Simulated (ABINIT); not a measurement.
# Ir (P6_3/mmc) in ABINIT: convergence with pawecutdg

Aim: find how far pawecutdg must go before the results for Ir settle, at BLYP. This setting moves, with any that are tied to it; all else stays.

Program: ABINIT 10.8.3 (patched build). These are calculated values, not measurements. Logs are shortened: lines on timing, memory, paths and dates and some standing lists are left out, and cuts for length are marked. The log counts tension as positive stress, the text compression.

**1. The crystal as given**

It takes space group P6_3/mmc (No. 194, hexagonal). Conventional cell: a = 2.751 Å, b = 2.751 Å, c = 4.462 Å, α = 90.00°, β = 90.00°, γ = 120.00°. Ir (site symmetry -6m2) is surrounded by 12 Ir at 2.74 to 2.75 Å.

This isn't the form of Ir at room conditions, which is fcc.

**2. With pawecutdg 16.5**

File run.abi:

```
# Pseudopotentials
pp_dirpath "./"
pseudos "Ir.GGA_PBE-JTH.xml"

# Structure
acell 3*1.0
rprim
     5.1993506861     0.0000000000     0.0000000000
    -2.5996753431     4.5027697773     0.0000000000
     0.0000000000     0.0000000000     8.4325059887
ntypat 1
znucl 77
natom 2
typat 1 1
xred
     0.3333333333     0.6666666667     0.2500000000
     0.6666666667     0.3333333333     0.7500000000

# Plane-wave basis
ecut 435.382180 eV
pawecutdg 16.5
pawxcdev 0

# k points
kptopt 1
ngkpt 11 11 6
nshiftk 1
shiftk 0.0 0.0 0.0

# Exchange and correlation
ixc -106131

# Bands and occupations
nband 19
occopt 4
tsmear 0.1 eV

# SCF cycle
nstep 100
tolvrs 1.0e-9

# Output
iomode 3
prtwf 0
prtden 0
prteig 0
prtebands 0
enunit 1
```

Potentials or basis: JTH PAW PBE v2.0.

On the command line:

```sh
$ abinit run.abi > log 2>&1
```

Wall time 25 s (1 thread of Arm Neoverse V2, shared host); peak memory 0.1 GiB.

It converged, with:

```
Free energy                                           : -4187.5951 eV
Pressure                                              : 15.4 GPa
Band gap on the k mesh                                : none (metal or under the smearing width)
Valence electrons inside the program's atomic spheres : Ir 13.58 (radii [1.3286] Å)
```

**3. With pawecutdg 19.2**

run.abi, as its differences from that of step 2:

```diff
@@ -20,3 +20,3 @@
 ecut 435.382180 eV
-pawecutdg 16.5
+pawecutdg 19.2
 pawxcdev 0
```

Potentials or basis: JTH PAW PBE v2.0.

On the command line:

```sh
$ abinit run.abi > log 2>&1
```

It took 25 s on 1 thread of Arm Neoverse V2, shared host; peak memory 0.11 GiB.

The run converged. Its results:

```
Free energy                                           : -4187.5938 eV
Pressure                                              : 15.5 GPa
Band gap on the k mesh                                : none (metal or under the smearing width)
Valence electrons inside the program's atomic spheres : Ir 13.61 (radii [1.3286] Å)
```

**4. With pawecutdg 24**

run.abi, as its differences from that of step 3:

```diff
@@ -20,3 +20,3 @@
 ecut 435.382180 eV
-pawecutdg 19.2
+pawecutdg 24.0
 pawxcdev 0
```

On the command line:

```sh
$ abinit run.abi > log 2>&1
```

It took 26 s on 1 thread of Arm Neoverse V2, shared host; peak memory 0.11 GiB.

Results (log left out):

- Free energy: -4187.5938 eV
- Pressure: 15.7 GPa
- Band gap on the k mesh: none (metal or under the smearing width)
- Valence electrons inside the program's atomic spheres: Ir 13.60 (radii [1.3286] Å)

**5. With pawecutdg 28.8**

run.abi, as its differences from that of step 4:

```diff
@@ -20,3 +20,3 @@
 ecut 435.382180 eV
-pawecutdg 24.0
+pawecutdg 28.8
 pawxcdev 0
```

On the command line:

```sh
$ abinit run.abi > log 2>&1
```

Run time: 25 s. Hardware: 1 thread of Arm Neoverse V2, shared host; peak memory 0.11 GiB.

The run converged. Its results:

```yaml
Free_energy: -4187.5931 eV
Pressure: 15.4 GPa
Band_gap_on_the_k_mesh: none (metal or under the smearing width)
Valence_electrons_inside_the_program's_atomic_spheres: Ir 13.57 (radii [1.3286] Å)
```

**6. With pawecutdg 35.2**

run.abi, as its differences from that of step 5:

```diff
@@ -20,3 +20,3 @@
 ecut 435.382180 eV
-pawecutdg 28.8
+pawecutdg 35.2
 pawxcdev 0
```

Potentials or basis: JTH PAW PBE v2.0.

On the command line:

```sh
$ abinit run.abi > log 2>&1
```

Run time: 25 s. Hardware: 1 thread of Arm Neoverse V2, shared host; peak memory 0.12 GiB.

Results (log left out):

* Free energy: -4187.5937 eV
* Pressure: 15.5 GPa
* Band gap on the k mesh: none (metal or under the smearing width)
* Valence electrons inside the program's atomic spheres: Ir 13.58 (radii [1.3286] Å)

**7. With pawecutdg 43.2**

run.abi, as its differences from that of step 6:

```diff
@@ -20,3 +20,3 @@
 ecut 435.382180 eV
-pawecutdg 35.2
+pawecutdg 43.2
 pawxcdev 0
```

On the command line:

```sh
$ abinit run.abi > log 2>&1
```

Run time: 26 s. Hardware: 1 thread of Arm Neoverse V2, shared host; peak memory 0.12 GiB.

Results (log left out):

```yaml
Free_energy: -4187.5934 eV
Pressure: 15.5 GPa
Band_gap_on_the_k_mesh: none (metal or under the smearing width)
Valence_electrons_inside_the_program's_atomic_spheres: Ir 13.58 (radii [1.3286] Å)
```

**8. With pawecutdg 52.8**

run.abi, as its differences from that of step 7:

```diff
@@ -20,3 +20,3 @@
 ecut 435.382180 eV
-pawecutdg 43.2
+pawecutdg 52.8
 pawxcdev 0
```

Potentials or basis: JTH PAW PBE v2.0.

On the command line:

```sh
$ abinit run.abi > log 2>&1
```

run.abo:

```text
.Version 10.8.3 of ABINIT
 Symmetries : space group P6_3/m m c (#194); Bravais hP (primitive hexag.)
================================================================================
 Values of the parameters that define the memory need of the present run
     intxc =       0    ionmov =       0      iscf =      17    lmnmax =      18
     lnmax =       6     mgfft =      32  mpssoang =       3    mqgrid =    3001
     natom =       2  nloc_mem =       2    nspden =       1   nspinor =       1
    nsppol =       1      nsym =      24    n1xccc =       1    ntypat =       1
    occopt =       4   xclevel =       2
       mpw =         616          nfft =       12800          nkpt =          64
 PAW method is used; the additional fine FFT grid is defined by:
   mgfftf=        60    nfftf =     77760
================================================================================
================================================================================

--------------------------------------------------------------------------------
------------- Echo of variables that govern the present computation ------------
--------------------------------------------------------------------------------
 -outvars: echo values of preprocessed input variables --------
            acell      1.0000000000E+00  1.0000000000E+00  1.0000000000E+00 Bohr
              amu      1.92220000E+02
             ecut      1.60000000E+01 Hartree
           enunit           1
                       outvar_i_n : Printing only first  50 k-points.
              ixc     -106131
                       outvar_i_n : Printing only first  50 k-points.
         kptrlatt       11    0    0      0   11    0      0    0    6
          kptrlen      5.05950359E+01
            natom           2
            nband          19
            ngfft          20      20      32
          ngfftdg          36      36      60
             nkpt          64
            nstep         100
             nsym          24
           ntypat           1
                       prtocc : prtvol=0, do not print more k-points.
           occopt           4
        pawecutdg      5.28000000E+01 Hartree
         pawxcdev           0
           prtden           0
        prtebands           0
           prteig           0
            prtwf           0
            rprim      5.1993506861E+00  0.0000000000E+00  0.0000000000E+00
                      -2.5996753431E+00  4.5027697773E+00  0.0000000000E+00
                       0.0000000000E+00  0.0000000000E+00  8.4325059887E+00
          spgroup         194
           tolvrs      1.00000000E-09
           tsmear      3.67493222E-03 Hartree
            typat      1  1
           useylm           1
                       outvars : Printing only first  50 k-points.
           xangst     -1.7639049848E-11  1.5885087670E+00  1.1155724992E+00
                       1.3756889463E+00  7.9425438349E-01  3.3467174977E+00
            xcart     -3.3332973334E-11  3.0018465182E+00  2.1081264972E+00
                       2.5996753430E+00  1.5009232591E+00  6.3243794915E+00
             xred      3.3333333333E-01  6.6666666667E-01  2.5000000000E-01
                       6.6666666667E-01  3.3333333333E-01  7.5000000000E-01
            znucl       77.00000

================================================================================

 chkinp: Checking input parameters for consistency.

[... 114 lines left out ...]
    2      -0.000000000000      0.000000000000      0.000000000000

 cartesian coordinates (angstrom) at end:
    1     -0.00000000001764     1.58850876698229     1.11557249924896
    2      1.37568894634640     0.79425438349115     3.34671749774688

 cartesian forces (hartree/bohr) at end:
    1      0.00000000000000     0.00000000000000    -0.00000000000000
    2     -0.00000000000000    -0.00000000000000    -0.00000000000000
 frms,max,avg= 3.4525404E-29 5.1788106E-29   0.000E+00  0.000E+00  0.000E+00 h/b

 cartesian forces (eV/Angstrom) at end:
    1      0.00000000000000     0.00000000000000    -0.00000000000000
    2     -0.00000000000000    -0.00000000000000    -0.00000000000000
 frms,max,avg= 1.7753676E-27 2.6630515E-27   0.000E+00  0.000E+00  0.000E+00 e/A
 length scales=  1.000000000000  1.000000000000  1.000000000000 bohr
              =  0.529177210544  0.529177210544  0.529177210544 angstroms
 Fermi (or HOMO) energy (eV) =  15.13367   Average Vxc (eV)= -12.34937
 Eigenvalues (   eV  ) for nkpt=  64  k points:
 kpt#   1, nband= 19, wtk=  0.00138, kpt=  0.0000  0.0000  0.0000 (reduced coord)
 -34.98275  -34.36810  -34.36810  -34.27890  -34.26545  -34.26545    4.42671    7.37727
  11.37733   11.48625   11.48625   12.09771   12.09771   12.84996   12.84996   14.72899
  15.38725   15.38725   21.81065
 prteigrs : prtvol=0 or 1, do not print more k-points.

--- !EnergyTerms
iteration_state     : {dtset: 1, }
comment             : Components of total free energy in Hartree
kinetic             :  1.93488254599765E+01
hartree             :  1.71885092843425E+01
xc                  : -6.98416771513379E+00
Ewald energy        : -1.40609788619466E+02
psp_core            :  1.06547792469041E+01
local_psp           : -6.82807963834022E+01
PAW spherical_terms :  1.47915589292754E+01
internal            : -1.53891079797504E+02
'-kT*entropy'       : -1.40442616097580E-04
total_energy        : -1.53891220240120E+02
total_energy_eV     : -4.18759343381923E+03
...

--- !EnergyTermsDC
iteration_state     : {dtset: 1, }
comment             : '"Double-counting" decomposition of free energy'
band_energy         : -7.89156942635016E+00
Ewald energy        : -1.40609788619466E+02
psp_core            :  1.06547792469041E+01
xc_dc               : -1.56128126492502E+01
PAW spherical_terms : -4.31689200007932E-01
internal            : -1.53891080648170E+02
'-kT*entropy'       : -1.40442616097580E-04
total_energy_dc     : -1.53891221090786E+02
total_energy_dc_eV  : -4.18759345696705E+03
...

--- !EnergyTermsWithPAWCore
iteration_state     : {dtset: 1, }
comment             : 'Components of total free energy, including PAW core contributions'
Total energy        : -3.56575992727249E+04
Total energy DC     : -3.56575992735756E+04
Total energy (eV)   : -9.70292706414529E+05
Total energy DC (eV): -9.70292706437677E+05
...

 Cartesian components of stress tensor (hartree/bohr^3)
  sigma(1 1)= -5.22460732E-04  sigma(3 2)=  0.00000000E+00
  sigma(2 2)= -5.22460731E-04  sigma(3 1)=  0.00000000E+00
  sigma(3 3)= -5.40418674E-04  sigma(2 1)=  5.93507698E-13

-Cartesian components of stress tensor (GPa)         [Pressure=  1.5547E+01 GPa]
- sigma(1 1)= -1.53713254E+01  sigma(3 2)=  0.00000000E+00
- sigma(2 2)= -1.53713254E+01  sigma(3 1)=  0.00000000E+00
- sigma(3 3)= -1.58996663E+01  sigma(2 1)=  1.74615993E-08

== END DATASET(S) ==============================================================
================================================================================

 -outvars: echo values of variables after computation  --------
            acell      1.0000000000E+00  1.0000000000E+00  1.0000000000E+00 Bohr
           etotal     -1.5389122109E+02
            fcart      5.1788105587E-29  2.9899876702E-29 -0.0000000000E+00
                      -5.1788105587E-29 -2.9899876702E-29 -0.0000000000E+00
            rprim      5.1993506861E+00  0.0000000000E+00  0.0000000000E+00
                      -2.5996753431E+00  4.5027697773E+00  0.0000000000E+00
                       0.0000000000E+00  0.0000000000E+00  8.4325059887E+00
           strten     -5.2246073214E-04 -5.2246073103E-04 -5.4041867366E-04
                       0.0000000000E+00  0.0000000000E+00  5.9350769815E-13
           xangst     -1.7639049848E-11  1.5885087670E+00  1.1155724992E+00
                       1.3756889463E+00  7.9425438349E-01  3.3467174977E+00
             xred      3.3333333333E-01  6.6666666667E-01  2.5000000000E-01
                       6.6666666667E-01  3.3333333333E-01  7.5000000000E-01
 Calculation completed.
```

Run time: 24 s. Hardware: 1 thread of Arm Neoverse V2, shared host; peak memory 0.13 GiB.

What came out:

- Free energy: -4187.5935 eV
- Pressure: 15.5 GPa
- Band gap on the k mesh: none (metal or under the smearing width)
- Valence electrons inside the program's atomic spheres: Ir 13.57 (radii [1.3286] Å)

**9. Summary**

```csv
pawecutdg,energy less the tightest run (meV/atom),pressure (GPa),SCF cycles,CPU time (s),peak memory (GiB)
16.5,-0.82,15.38,13,25,0.1
19.2,-0.16,15.48,13,25,0.11
24,-0.17,15.75,13,26,0.11
28.8,0.18,15.44,13,25,0.11
35.2,-0.14,15.53,13,25,0.12
43.2,0.05,15.47,13,26,0.12
52.8,0.00,15.55,13,24,0.13
```

Against the tightest run, the energy stays within 1 meV/atom from 16.5 on; the pressure stays within 0.1 GPa from 35.2 on. The tightest run that finished is the yardstick and may itself not be fully converged.

Caveats: so large a pressure means that the cell lies far from this level's equilibrium, or that cutoff or potentials fall short; the potentials were made for another functional, which shifts forces and pressure.
